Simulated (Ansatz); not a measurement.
**Mg2BBrN2 (C2/c): the host for defect calculations**

Aim: the runs on the perfect crystal Mg2BBrN2 (C2/c) that a defect calculation needs first.

Program: Ansatz 0.2.0. Level of theory: plane-wave PAW DFT, PBEsol; relaxation of the host's cell and atoms, in the first sound run; inputs show where later runs differ. Results are calculated unless marked as measured.

**1. Set-up**

It takes space group C2/c (No. 15, monoclinic). Conventional cell: a = 9.207 Å, b = 6.690 Å, c = 6.566 Å, α = 90.00°, β = 109.53°, γ = 90.00°. Nearest to Mg lie 3 N at 2.09 to 2.12 Å and 2 Br at 2.74 to 3.05 Å and 3 B at 2.87 to 2.94 Å and 1 Mg at 2.94 Å. Nearest to B lie 2 N at 1.35 Å. Nearest to Br lie 4 Mg at 2.74 to 3.05 Å. Nearest to N lie 1 B at 1.35 Å and 3 Mg at 2.09 to 2.12 Å. Farther neighbours and most contacts between anions are not listed.

Coordinates:

```xyz
12
Lattice="4.6034 -3.3450 0.0000 4.6034 3.3450 0.0000 -2.1953 0.0000 6.1882" Properties=species:S:1:pos:R:3 pbc="T T T"
Mg    5.1444    0.6884    5.1852
Mg    0.7693    0.6884    4.0971
Mg    1.8670   -0.6884    1.0030
Mg    6.2421   -0.6884    2.0911
B     4.0545   -2.5739    1.5470
B     2.9569    2.5739    4.6411
Br    4.0545    0.8748    1.5470
Br    2.9569   -0.8748    4.6411
N     7.3827    0.7613    1.1162
N     0.7264    0.7613    1.9779
N    -0.3713   -0.7613    5.0720
N     6.2850   -0.7613    4.2103
```

**2. Host cell relaxation**

Cell and atoms are relaxed together, until forces and stress fall under their thresholds.

cell/input.yaml reads:

```yaml
crystal:
  lattice:
    - [4.603383, -3.345024, 0.0]
    - [4.603383, 3.345024, 0.0]
    - [-2.195341, 0.0, 6.188172]
  atoms:
    - { symbol: Mg, position: [0.655671, 0.861462, 0.837918] }
    - { symbol: Mg, position: [0.138538, 0.344329, 0.662082] }
    - { symbol: Mg, position: [0.344329, 0.138538, 0.162082] }
    - { symbol: Mg, position: [0.861462, 0.655671, 0.337918] }
    - { symbol: B, position: [0.884729, 0.115271, 0.25] }
    - { symbol: B, position: [0.115271, 0.884729, 0.75] }
    - { symbol: Br, position: [0.369237, 0.630763, 0.25] }
    - { symbol: Br, position: [0.630763, 0.369237, 0.75] }
    - { symbol: "N", position: [0.731099, 0.958681, 0.180379] }
    - { symbol: "N", position: [0.041319, 0.268901, 0.319621] }
    - { symbol: "N", position: [0.268901, 0.041319, 0.819621] }
    - { symbol: "N", position: [0.958681, 0.731099, 0.680379] }
basis:
  ecutwfc: 420
  xc_grid: 2
hamiltonian:
  xc: pbesol
kpoints:
  mp_grid: { grid: [5, 5, 5] }
scf:
  occupations: { method: fixed }
  max_iter: 100
relax:
  f_tol: 0.005
  max_steps: 60
  cell: {}
output:
  forces: true
  stress: true
checkpoint:
  write: "../cell.run"
  compress: false
  write_wavefunctions: false
  write_every: 100000
```

Run with:

```console
> ansatz run input.yaml --threads 8 --pin off --max-ram 13189MiB --backend cpu --events-out ev --progress --plain --runs-dir out
```

Numbers of over 12 decimals in the logs are rounded to 6 here.

The log of the run:

```text
[... repeated set-up lines and file paths are left out, and long positions are rounded to six places ...]
Engine: ansatz 0.2.0, aarch64-unknown-linux-gnu
Pseudopotentials: kind: paw
Pseudopotential: Mg, paw, valence charge 10, recommended cutoff 420 eV (normal), Mg.paw.azcp
Pseudopotential: B, paw, valence charge 3, recommended cutoff 420 eV (normal), B.paw.azcp
Pseudopotential: Br, paw, valence charge 7, recommended cutoff 420 eV (normal), Br.paw.azcp
Pseudopotential: N, paw, valence charge 5, recommended cutoff 420 eV (normal), N.paw.azcp
Functional definition: PBEsol
  exchange = pbesol_x
  correlation = pbesol_c
Crystal: 12 atoms, lattice volume = 190.576 Å³
Basis set: ecut = 420 eV, 3737 PW (Γ), exchange–correlation on 80×80×90 points (8 copies of the dense FFT grid, shifted against one another)
Bands: 52, of which v1, the nominal top of the filled ones, is band 40 counted from 1 (39 counted from 0)
Symmetry: 4 space group operations
Space group: C2/c (ITA 15), of the structure as read, at distance tolerance 5.8e-5 Å
k-points: 39 of 125
Non-local potential: Mg, projectors of the file, l = 0: 3, l = 1: 2, l = 2: 1
Non-local potential: B, projectors of the file, l = 0: 2, l = 1: 2, l = 2: 1
Non-local potential: Br, projectors of the file, l = 0: 2, l = 1: 2, l = 2: 2
Non-local potential: N, projectors of the file, l = 0: 2, l = 1: 2, l = 2: 1
PAW form: soft (Blöchl's): semilocal exchange-correlation on the pseudo side does not see the compensation charge
PAW frozen core: Mg, regenerated for the run's functional, and the local potential with it (the file was generated under x = pbe(κ = 0.804, μ = 0.219515), c = pbe(β = 0.066725))
PAW frozen core: B, regenerated for the run's functional, and the local potential with it (the file was generated under x = pbe(κ = 0.804, μ = 0.219515), c = pbe(β = 0.066725))
PAW frozen core: Br, regenerated for the run's functional, and the local potential with it (the file was generated under x = pbe(κ = 0.804, μ = 0.219515), c = pbe(β = 0.066725))
PAW frozen core: N, regenerated for the run's functional, and the local potential with it (the file was generated under x = pbe(κ = 0.804, μ = 0.219515), c = pbe(β = 0.066725))
PAW one-centre angular grid: Mg, 110 points (default); XC on 64 Gauss nodes
PAW one-centre angular grid: B, 110 points (default); XC on 64 Gauss nodes
PAW one-centre angular grid: Br, 110 points (default); XC on 64 Gauss nodes
PAW one-centre angular grid: N, 110 points (default); XC on 64 Gauss nodes
Initial density: superposition of atomic densities (neutral atoms: chi_scale 0, normalization atom), corrected by the library's trained network
Initial wavefunctions: pseudopotential atomic-orbital guess
Functional: x = pbesol(κ = 0.804, μ = 0.123457), c = pbesol(β = 0.046)
SCF iter   1: F=—  HF=-14953.621274 eV  |F-HF|=—  |Δ(HF+E_count)|=         —  Δρ=7.96e-3  dr2=1.41e-1  ethr=1.77e-3  ⟨swp⟩=5.2  Hψ=7604  notcnv=0  defer=358
preconditioner: auto → Resta (q_TF=auto, 2.361 Å⁻¹)  ε∞=3.5  [insulator: Δε(μ)=3.037 eV  Ē_g=11.697 eV  n_scr=38 (ndim 8)  ℏωp=18.6 eV  f_vac=0.012  ε∞_Penn≈3.5]
SCF iter   2: F=—  HF=-14953.584120 eV  |F-HF|=—  |Δ(HF+E_count)|=   3.72e-2  Δρ=1.92e-3  dr2=7.23e-3  ethr=1.76e-4  ⟨swp⟩=2.5  Hψ=3231  notcnv=0  defer=388
SCF iter   3: F=—  HF=-14953.583132 eV  |F-HF|=—  |Δ(HF+E_count)|=   9.88e-4  Δρ=8.46e-4  dr2=1.82e-3  ethr=9.03e-6  ⟨swp⟩=2.0  Hψ=2625  notcnv=0  defer=273
automatic band count: iteration 3 solves 49 bands in place of 52: the levels show a gap, and the empty bands left out lie too high to hold charge; the band table lists the bands solved (type scf.n_extra_bands for more)
SCF iter   4: F=—  HF=-14953.583138 eV  |F-HF|=—  |Δ(HF+E_count)|=   6.17e-6  Δρ=2.57e-4  dr2=1.16e-4  ethr=2.28e-6  ⟨swp⟩=2.0  Hψ=2591  notcnv=0  defer=273
SCF iter   5: F=—  HF=-14953.583180 eV  |F-HF|=—  |Δ(HF+E_count)|=   4.17e-5  Δρ=4.92e-5  dr2=4.70e-6  ethr=1.45e-7  ⟨swp⟩=2.0  Hψ=2683  notcnv=0  defer=235
SCF iter   6: F=—  HF=-14953.583198 eV  |F-HF|=—  |Δ(HF+E_count)|=   1.82e-5  Δρ=8.50e-6  dr2=1.54e-7  ethr=5.88e-9  ⟨swp⟩=2.0  Hψ=2748  notcnv=0  defer=122
SCF iter   7: F=-14953.583198 eV  HF=-14953.583198 eV  |F-HF|=8.46e-10  |Δ(HF+E_count)|=   9.56e-8  Δρ=2.27e-6  dr2=1.08e-8  ethr=1.25e-10  ⟨swp⟩=5.0  Hψ=6781  notcnv=0
SCF 1 converged in 7 iterations: F = -14953.583198 eV  dr2 = 1.08e-8
  greatest PAW one-centre occupation: 1.000 electrons in one spin orbital (limit 2), on the Mg atom at site 3 (counted from 0), in its partial waves of l = 0
relax step   1: F+E_penalty+E_count = -14953.58319811 eV  Δ(F+E_penalty+E_count) = +0.000e0 eV  max|allowed force component| = 7.255e-2 eV/Å  Δτ_max = 0.0000 Å  P = -2.314 GPa  Ω = 190.576 Å³  (7 SCF iters, dr2 threshold 1.00e-7 eV, accepted)
[... the SCF cycles and remarks between the steps are left out from here to the last step ...]
relax step   2: F+E_penalty+E_count = -14953.63123886 eV  Δ(F+E_penalty+E_count) = -4.804e-2 eV  max|allowed force component| = 6.027e-2 eV/Å  Δτ_max = 0.0305 Å  P = -0.822 GPa  Ω = 186.375 Å³  energy of the carried Pulay correction = +5.771e-3 eV  (6 SCF iters, dr2 threshold 1.20e-6 eV, accepted)
relax step   3: F+E_penalty+E_count = -14953.64168754 eV  Δ(F+E_penalty+E_count) = -1.045e-2 eV  max|allowed force component| = 4.895e-2 eV/Å  Δτ_max = 0.0320 Å  P = +0.171 GPa  Ω = 184.003 Å³  energy of the carried Pulay correction = +9.087e-3 eV  (5 SCF iters, dr2 threshold 1.20e-6 eV, accepted)
relax step   4: F+E_penalty+E_count = -14953.64218293 eV  Δ(F+E_penalty+E_count) = -4.954e-4 eV  max|allowed force component| = 2.472e-2 eV/Å  Δτ_max = 0.0136 Å  P = +0.034 GPa  Ω = 184.248 Å³  energy of the carried Pulay correction = +8.743e-3 eV  (5 SCF iters, dr2 threshold 1.50e-7 eV, accepted)
relax step   5: F+E_penalty+E_count = -14953.64221055 eV  Δ(F+E_penalty+E_count) = -2.762e-5 eV  max|allowed force component| = 1.805e-2 eV/Å  Δτ_max = 0.0011 Å  P = +0.004 GPa  Ω = 184.297 Å³  energy of the carried Pulay correction = +8.674e-3 eV  (5 SCF iters, dr2 threshold 3.82e-8 eV, accepted)
relax step   6: F+E_penalty+E_count = -14953.64236447 eV  Δ(F+E_penalty+E_count) = -1.539e-4 eV  max|allowed force component| = 1.373e-2 eV/Å  Δτ_max = 0.0051 Å  P = +0.017 GPa  Ω = 184.252 Å³  energy of the carried Pulay correction = +8.737e-3 eV  (6 SCF iters, dr2 threshold 2.04e-8 eV, accepted)
relax step   7: F+E_penalty+E_count = -14953.64238378 eV  Δ(F+E_penalty+E_count) = -1.931e-5 eV  max|allowed force component| = 8.478e-4 eV/Å  Δτ_max = 0.0003 Å  P = -0.002 GPa  Ω = 184.248 Å³  energy of the carried Pulay correction = +8.743e-3 eV  (5 SCF iters, dr2 threshold 1.24e-8 eV, accepted)
relax step   8: F+E_penalty+E_count = -14953.63485552 eV  Δ(F+E_penalty+E_count) = +7.528e-3 eV  max|allowed force component| = 9.231e-4 eV/Å  Δτ_max = 0.0000 Å  P = -0.067 GPa  Ω = 184.248 Å³  stress off target by 7.47e-2 GPa  SCF on the basis re-selected at this cell (its energy is not comparable with the rows above)  (5 SCF iters)
relax step   9: F+E_penalty+E_count = -14953.63517462 eV  Δ(F+E_penalty+E_count) = -3.191e-4 eV  max|allowed force component| = 5.602e-3 eV/Å  Δτ_max = 0.0012 Å  P = +0.012 GPa  Ω = 184.033 Å³  energy of the carried Pulay correction = +2.954e-4 eV  (5 SCF iters, dr2 threshold 1.40e-8 eV, accepted)
relax step  10: F+E_penalty+E_count = -14953.63517045 eV  Δ(F+E_penalty+E_count) = +4.170e-6 eV  max|allowed force component| = 1.232e-3 eV/Å  Δτ_max = 0.0009 Å  P = +0.003 GPa  Ω = 184.051 Å³  energy of the carried Pulay correction = +2.770e-4 eV  (5 SCF iters, dr2 threshold 1.96e-9 eV, accepted)
iter 1 solved again at ethr=5.00e-8 eV; its pass at ethr=3.10e-3 eV (dr2=4.00e-5 eV) is discarded
SCF iter   1: F=—  HF=-14953.634840 eV  |F-HF|=—  |Δ(HF+E_count)|=         —  Δρ=5.08e-6  dr2=8.35e-9  ethr=5.00e-8  ⟨swp⟩=4.1  Hψ=13194  notcnv=0  defer=389
SCF iter   2: F=—  HF=-14953.634866 eV  |F-HF|=—  |Δ(HF+E_count)|=   2.66e-5  Δρ=2.56e-6  dr2=2.05e-9  ethr=1.04e-11  ⟨swp⟩=3.3  Hψ=4375  notcnv=0  defer=374
SCF iter   3: F=—  HF=-14953.634866 eV  |F-HF|=—  |Δ(HF+E_count)|=   4.76e-9  Δρ=8.84e-7  dr2=2.83e-10  ethr=2.56e-12  ⟨swp⟩=2.0  Hψ=2491  notcnv=0  defer=374
SCF iter   4: F=-14953.634866 eV  HF=-14953.634866 eV  |F-HF|=3.64e-12  |Δ(HF+E_count)|=  7.02e-10  Δρ=8.26e-8  dr2=1.44e-11  ethr=1.00e-12  ⟨swp⟩=4.9  Hψ=6373  notcnv=0
SCF 11 converged in 4 iterations: F = -14953.634866 eV  dr2 = 1.44e-11
relax step  11: F+E_penalty+E_count = -14953.63486639 eV  Δ(F+E_penalty+E_count) = +3.041e-4 eV  max|allowed force component| = 1.229e-3 eV/Å  Δτ_max = 0.0000 Å  P = +0.002 GPa  Ω = 184.051 Å³  stress off target by 8.18e-3 GPa  SCF on the basis re-selected at this cell (its energy is not comparable with the rows above)  (4 SCF iters)
basis re-selected at this cell: Δ(F+E_penalty+E_count) = +3.041e-4 eV, ΔP = -0.001 GPa vs the last step (what re-selecting the basis moved, of the pressure what is left beyond the Pulay correction that the steps carried, after the strain that the cell walked [...]
SCF converged after 4 iterations
Free energy (F): -14953.634866 eV
Harris-Foulkes:  -14953.634866 eV  (|F-HF|=3.64e-12)
Internal energy: -14953.634866 eV  (E = F + TS)
E sigma→0 (E₀):  -14953.634866 eV
Fermi energy:    4.258487 eV
--- Per-component energies (eV) ---
  E_band       = -1447.824457
  E_kinetic    = 1195.404990
  E_local      = -8476.284884  (includes V_loc(G=0)·N_el)
  E_nonlocal   = 734.883859
  E_hartree    = 3024.390262
  E_xc         = -941.406410
  E_vxc        = -738.558001  (∫ρ·V_xc dr)
  E_paw        = -6171.989849  (= ΣΔE_a)
  E_vpaw       = -212.051417  (= ΣTr[D̂ρ^β])
  E_aug_tail   = 0.000388  (compensation charges beyond the density's cutoff)
  E_ewald      = -4319.195029
  E_core_change = 0.561807  (= ΣΔE_core)
  E_smearing   = -0.000000  (= −TS)
  E_closure    = -0.000000  (closes the sum)
  Σ components = -14953.634866   (vs F -14953.634866, Δ=0.00e0)
--- Forces (eV/Å), atoms counted from 1 ---
  atom   1  Mg    -0.00011891     0.00032913     0.00002469
  atom   2  Mg     0.00011891     0.00032913    -0.00002469
  atom   3  Mg     0.00011891    -0.00032913    -0.00002469
  atom   4  Mg    -0.00011891    -0.00032913     0.00002469
  atom   5  B      0.00000000     0.00122885     0.00000000
  atom   6  B      0.00000000    -0.00122885     0.00000000
  atom   7  Br     0.00000000    -0.00035690     0.00000000
  atom   8  Br     0.00000000     0.00035690     0.00000000
  atom   9  N     -0.00019973     0.00036210    -0.00101206
  atom  10  N      0.00019973     0.00036210     0.00101206
  atom  11  N      0.00019973    -0.00036210     0.00101206
  atom  12  N     -0.00019973    -0.00036210    -0.00101206
  max |Σ_I F_I| component: 0.00e0 eV/Å
--- Stress (GPa, compression-positive) ---
        0.000340       0.000000      -0.006625
        0.000000       0.002606       0.000000
       -0.006632       0.000000       0.002579
  P = ⅓ Tr σ = 0.0018 GPa (0.018 kbar)
--- Relaxed structure (9 steps of the walk, 9 accepted, 2 SCFs on fresh bases) ---
  F+E_penalty+E_count = -14953.63486639 eV   max|allowed force component| = 1.229e-3 eV/Å   (the final SCF, on the basis selected at the relaxed cell)
  cell:  # Å, volume = 184.0514 Å³
    - [4.573202, -3.303987, 0.011201]
    - [4.573202, 3.303987, 0.011201]
    - [-2.165891, 1.986533918169613e-17, 6.085158]
  atoms:
    - { symbol: Mg, position: [0.653479, 0.860209, 0.834211] }
    - { symbol: Mg, position: [0.139791, 0.346521, 0.665789] }
    - { symbol: Mg, position: [0.346521, 0.139791, 0.165789] }
    - { symbol: Mg, position: [0.860209, 0.653479, 0.334211] }
    - { symbol: B, position: [0.887832, 0.112168, 0.25] }
    - { symbol: B, position: [0.112168, 0.887832, 0.75] }
    - { symbol: Br, position: [0.367748, 0.632252, 0.25] }
    - { symbol: Br, position: [0.632252, 0.367748, 0.75] }
    - { symbol: N, position: [0.732300, 0.956608, 0.177450] }
    - { symbol: N, position: [0.043392, 0.267700, 0.322550] }
    - { symbol: N, position: [0.267700, 0.043392, 0.822550] }
    - { symbol: N, position: [0.956608, 0.732300, 0.677450] }
```

Wall time 20 s (8 threads of Arm Neoverse V2, shared host); peak memory 0.89 GiB; 2.4 min of CPU time.

Step by step:

```csv
step,energy less that of the first step (eV),largest force component (eV/Å),pressure (GPa),volume (Å³)
1,0.0000,0.0726,-2.31,190.58
2,-0.0480,0.0603,-0.82,186.38
3,-0.0585,0.0490,0.17,184.00
4,-0.0590,0.0247,0.03,184.25
5,-0.0590,0.0181,0.00,184.30
6,-0.0592,0.0137,0.02,184.25
7,-0.0592,0.0008,0.00,184.25
8,-0.0517,0.0009,-0.07,184.25
9,-0.0520,0.0056,0.01,184.03
10,-0.0520,0.0012,0.00,184.05
11*,-0.0517,0.0012,0.00,184.05
```

Relaxation steps marked * repeat the geometry before them on a plane-wave basis chosen anew for their cell, so energy and pressure can jump there. The log counts 2 steps on a newly chosen plane-wave basis, not all of them marked here; energy and pressure can jump at such steps.

The run keeps the 4 symmetry operations that it works with, so distortions that break them were not tested.

```csv
cell as run,before,after,change
a (Å),5.690,5.642,-0.9 %
b (Å),5.690,5.642,-0.9 %
c (Å),6.566,6.459,-1.6 %
α (°),105.69,105.66,-0.0 %
β (°),105.69,105.66,-0.0 %
γ (°),72.01,71.69,-0.4 %
volume (Å³/atom),15.88,15.34,-3.4 %
```

The atoms that moved most (Å, as changes of fractional coordinates times the final cell):

```csv
atom,dx,dy,dz,length
Mg2,0.008,0.003,0.023,0.024
Mg1,-0.008,0.003,-0.023,0.024
Mg4,-0.008,-0.003,-0.023,0.024
Mg3,0.008,-0.003,0.023,0.024
N12,0.002,0.011,-0.018,0.021
N11,-0.002,0.011,0.018,0.021
N9,0.002,-0.011,-0.018,0.021
N10,-0.002,-0.011,0.018,0.021
```

The relaxed structure:

```
Mg B Br N
1.0
     4.57320   -3.30399    0.01120
     4.57320    3.30399    0.01120
    -2.16589    0.00000    6.08516
Mg B Br N
4 2 2 4
Direct
  0.65348 0.86021 0.83421
  0.13979 0.34652 0.66579
  0.34652 0.13979 0.16579
  0.86021 0.65348 0.33421
  0.88783 0.11217 0.25000
  0.11217 0.88783 0.75000
  0.36775 0.63225 0.25000
  0.63225 0.36775 0.75000
  0.73230 0.95661 0.17745
  0.04339 0.26770 0.32255
  0.26770 0.04339 0.82255
  0.95661 0.73230 0.67745
```

Numbers from this step:

- pressure: 0.001842 GPa

The relaxation ends with a largest force component of 0.0012 eV/Å and a pressure of 0.00 GPa.

(Continued in part 2 of 4.)

[Logs are printed without paths, hosts, clocks, repeated set-up lines and the standing remarks that a program may print on its own settings, such as how far it seeks lower states.]

[Hosts, paths, dates, database ids (printed as entryN), source tags and the programs' standing remarks are cut or masked in the printed files.]

[Runs of the host that timed out are not shown.]

[For some hosts the program warned that the k-mesh of the response run may be too coarse for force constants and the static dielectric constant; such warnings are not always shown.]
